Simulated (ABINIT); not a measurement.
# FeSi (P2_13) in ABINIT: reference runs

Aim: a first look at FeSi with PBE, on the cell as given.

Program: ABINIT 10.8.3 (patched build). These are calculated values, not measurements. Logs are shortened: lines on timing, memory, paths and dates and some standing lists are left out, and cuts for length are marked. The log counts tension as positive stress, the text compression.

## (1) The crystal as given

Symmetry: P2_13, No. 198, cubic system. Conventional cell: a = 4.551 Å, b = 4.551 Å, c = 4.551 Å, α = 90.00°, β = 90.00°, γ = 90.00°. Fe (site symmetry 3) has 7 Si at 2.32 to 2.55 Å as nearest neighbours. Si (site symmetry 3) has 7 Fe at 2.32 to 2.55 Å as nearest neighbours.

## (2) Single point, PBE, collinear spin, ferromagnetic start

Contents of run.abi:

```
# Pseudopotentials
pp_dirpath "./"
pseudos "Fe.GGA_PBE-JTH.xml, Si.GGA_PBE-JTH.xml"

# Structure
structure "poscar:POSCAR"
natom 8

# Plane-wave basis
ecut 26.0
pawecutdg 48.0
pawxcdev 0

# k points
kptopt 1
ngkpt 6 6 6
nshiftk 1
shiftk 0.0 0.0 0.0

# Exchange and correlation
ixc 11

# Bands and occupations
nband 51
occopt 3
tsmear 0.05 eV

# Spin
nsppol 2
spinat
     0.0000000000     0.0000000000     3.0000000000
     0.0000000000     0.0000000000     3.0000000000
     0.0000000000     0.0000000000     3.0000000000
     0.0000000000     0.0000000000     3.0000000000
     0.0000000000     0.0000000000     0.0000000000
     0.0000000000     0.0000000000     0.0000000000
     0.0000000000     0.0000000000     0.0000000000
     0.0000000000     0.0000000000     0.0000000000

# SCF cycle
nstep 100
tolvrs 1.0e-9

# Output
iomode 3
prtwf 0
prtden 0
prteig 0
prtebands 0
enunit 1
```

Contents of POSCAR:

```
FeSi
1.0
    4.5507000000      0.0000000000      0.0000000000
    0.0000000000      4.5507000000      0.0000000000
    0.0000000000      0.0000000000      4.5507000000
Fe Si
4 4
Direct
    0.8634800000      0.6365200000      0.3634800000  Fe
    0.6365200000      0.3634800000      0.8634800000  Fe
    0.3634800000      0.8634800000      0.6365200000  Fe
    0.1365200000      0.1365200000      0.1365200000  Fe
    0.1576000000      0.3424000000      0.6576000000  Si
    0.3424000000      0.6576000000      0.1576000000  Si
    0.6576000000      0.1576000000      0.3424000000  Si
    0.8424000000      0.8424000000      0.8424000000  Si
```

Potentials or basis: JTH PAW PBE v2.0.

Launch:

```console
$ mpirun --bind-to none -np 4 abinit run.abi > log 2>&1
```

run.abo:

```text
.Version 10.8.3 of ABINIT
 Symmetries : space group P2_1 3 (#198); Bravais cP (primitive cubic)
================================================================================
 Values of the parameters that define the memory need of the present run
     intxc =       0    ionmov =       0      iscf =      17    lmnmax =      18
     lnmax =       6     mgfft =      40  mpssoang =       3    mqgrid =    3001
     natom =       8  nloc_mem =       2    nspden =       2   nspinor =       1
    nsppol =       2      nsym =      12    n1xccc =       1    ntypat =       2
    occopt =       3   xclevel =       2
       mpw =        4052          nfft =       64000          nkpt =          24
Pmy_natom=         2
 PAW method is used; the additional fine FFT grid is defined by:
   mgfftf=        54    nfftf =    157464
================================================================================
================================================================================

--------------------------------------------------------------------------------
------------- Echo of variables that govern the present computation ------------
--------------------------------------------------------------------------------
 -outvars: echo values of preprocessed input variables --------
            acell      1.0000000000E+00  1.0000000000E+00  1.0000000000E+00 Bohr
              amu      5.58470000E+01  2.80855000E+01
             ecut      2.60000000E+01 Hartree
           enunit           1
              ixc          11
         kptrlatt        6    0    0      0    6    0      0    0    6
          kptrlen      5.15974601E+01
            natom           8
            nband          51
            ngfft          40      40      40
          ngfftdg          54      54      54
             nkpt          24
           nspden           2
           nsppol           2
            nstep         100
             nsym          12
           ntypat           2
           occopt           3
        pawecutdg      4.80000000E+01 Hartree
         pawxcdev           0
           prtden           0
        prtebands           0
           prteig           0
            prtwf           0
            rprim      8.5995766812E+00  0.0000000000E+00  0.0000000000E+00
                       0.0000000000E+00  8.5995766812E+00  0.0000000000E+00
                       0.0000000000E+00  0.0000000000E+00  8.5995766812E+00
          spgroup         198
           spinat      0.0000000000E+00  0.0000000000E+00  3.0000000000E+00
                       0.0000000000E+00  0.0000000000E+00  3.0000000000E+00
                       0.0000000000E+00  0.0000000000E+00  3.0000000000E+00
                       0.0000000000E+00  0.0000000000E+00  3.0000000000E+00
                       0.0000000000E+00  0.0000000000E+00  0.0000000000E+00
                       0.0000000000E+00  0.0000000000E+00  0.0000000000E+00
                       0.0000000000E+00  0.0000000000E+00  0.0000000000E+00
                       0.0000000000E+00  0.0000000000E+00  0.0000000000E+00
           tolvrs      1.00000000E-09
           tsmear      1.83746611E-03 Hartree
            typat      1  1  1  1  2  2  2  2
[... 269 lines left out ...]
  14.23850   14.23850   14.23850
 prteigrs : prtvol=0 or 1, do not print more k-points.

--- !EnergyTerms
iteration_state     : {dtset: 1, }
comment             : Components of total free energy in Hartree
kinetic             :  5.59713521674515E+01
hartree             :  1.37593387724356E+02
xc                  : -2.36130351210280E+01
Ewald energy        : -3.19179706420427E+02
psp_core            :  1.80198371632161E+01
local_psp           : -3.44207735385598E+02
PAW spherical_terms : -3.84342184429505E+01
internal            : -5.13850118314980E+02
'-kT*entropy'       : -2.17635285977713E-03
total_energy        : -5.13852294667840E+02
total_energy_eV     : -1.39826332635902E+04
...

--- !EnergyTermsDC
iteration_state     : {dtset: 1, }
comment             : '"Double-counting" decomposition of free energy'
band_energy         : -4.83981170525665E+01
Ewald energy        : -3.19179706420427E+02
psp_core            :  1.80198371632161E+01
xc_dc               : -1.36057412002225E+02
PAW spherical_terms : -2.82347239932849E+01
internal            : -5.13850122305288E+02
'-kT*entropy'       : -2.17635285977713E-03
total_energy_dc     : -5.13852298658147E+02
total_energy_dc_eV  : -1.39826333721720E+04
...

--- !EnergyTermsWithPAWCore
iteration_state     : {dtset: 1, }
comment             : 'Components of total free energy, including PAW core contributions'
Total energy        : -6.25142116880393E+03
Total energy DC     : -6.25142117279424E+03
Total energy (eV)   : -1.70109836010626E+05
Total energy DC (eV): -1.70109836119208E+05
...

 Cartesian components of stress tensor (hartree/bohr^3)
  sigma(1 1)=  3.68548619E-04  sigma(3 2)=  0.00000000E+00
  sigma(2 2)=  3.68548619E-04  sigma(3 1)=  0.00000000E+00
  sigma(3 3)=  3.68548619E-04  sigma(2 1)=  0.00000000E+00

-Cartesian components of stress tensor (GPa)         [Pressure= -1.0843E+01 GPa]
- sigma(1 1)=  1.08430747E+01  sigma(3 2)=  0.00000000E+00
- sigma(2 2)=  1.08430747E+01  sigma(3 1)=  0.00000000E+00
- sigma(3 3)=  1.08430747E+01  sigma(2 1)=  0.00000000E+00

== END DATASET(S) ==============================================================
================================================================================

 -outvars: echo values of variables after computation  --------
            acell      1.0000000000E+00  1.0000000000E+00  1.0000000000E+00 Bohr
           etotal     -5.1385229866E+02
            fcart      7.4299964922E-04 -7.4299964922E-04  7.4299964922E-04
                      -7.4299964922E-04  7.4299964922E-04  7.4299964922E-04
                       7.4299964922E-04  7.4299964922E-04 -7.4299964922E-04
                      -7.4299964922E-04 -7.4299964922E-04 -7.4299964922E-04
                      -1.0482643801E-03  1.0482643801E-03 -1.0482643801E-03
                       1.0482643801E-03 -1.0482643801E-03 -1.0482643801E-03
                      -1.0482643801E-03 -1.0482643801E-03  1.0482643801E-03
                       1.0482643801E-03  1.0482643801E-03  1.0482643801E-03
            rprim      8.5995766812E+00  0.0000000000E+00  0.0000000000E+00
                       0.0000000000E+00  8.5995766812E+00  0.0000000000E+00
                       0.0000000000E+00  0.0000000000E+00  8.5995766812E+00
           strten      3.6854861881E-04  3.6854861881E-04  3.6854861881E-04
                       0.0000000000E+00  0.0000000000E+00  0.0000000000E+00
           xangst      3.9294384360E+00  2.8966115640E+00  1.6540884360E+00
                       2.8966115640E+00  1.6540884360E+00  3.9294384360E+00
                       1.6540884360E+00  3.9294384360E+00  2.8966115640E+00
                       6.2126156400E-01  6.2126156400E-01  6.2126156400E-01
                       7.1719032000E-01  1.5581596800E+00  2.9925403200E+00
                       1.5581596800E+00  2.9925403200E+00  7.1719032000E-01
                       2.9925403200E+00  7.1719032000E-01  1.5581596800E+00
                       3.8335096800E+00  3.8335096800E+00  3.8335096800E+00
             xred      8.6348000000E-01  6.3652000000E-01  3.6348000000E-01
                       6.3652000000E-01  3.6348000000E-01  8.6348000000E-01
                       3.6348000000E-01  8.6348000000E-01  6.3652000000E-01
                       1.3652000000E-01  1.3652000000E-01  1.3652000000E-01
                       1.5760000000E-01  3.4240000000E-01  6.5760000000E-01
                       3.4240000000E-01  6.5760000000E-01  1.5760000000E-01
                       6.5760000000E-01  1.5760000000E-01  3.4240000000E-01
                       8.4240000000E-01  8.4240000000E-01  8.4240000000E-01
 Calculation completed.
```

It took 5.6 min on 4 MPI ranks of Arm Neoverse V1, shared host; peak memory 0.84 GiB.

What came out:

```yaml
Free_energy: -13982.6334 eV
Pressure: -10.8 GPa
Largest_force: 0.093 eV/Å
Band_gap_on_the_k_mesh: none (metal or under the smearing width)
Net_moment: 3.78 μB per cell
Site_moments: Fe +1.05; Si -0.04 μB
Valence_electrons_inside_the_program's_atomic_spheres: Fe 14.55; Si 1.53
```

Forces in eV/Å, atoms in the order of the input:
```
Fe   0.038 -0.038  0.038
Fe  -0.038  0.038  0.038
Fe   0.038  0.038 -0.038
Fe  -0.038 -0.038 -0.038
Si  -0.054  0.054 -0.054
Si   0.054 -0.054 -0.054
Si  -0.054 -0.054  0.054
Si   0.054  0.054  0.054
```
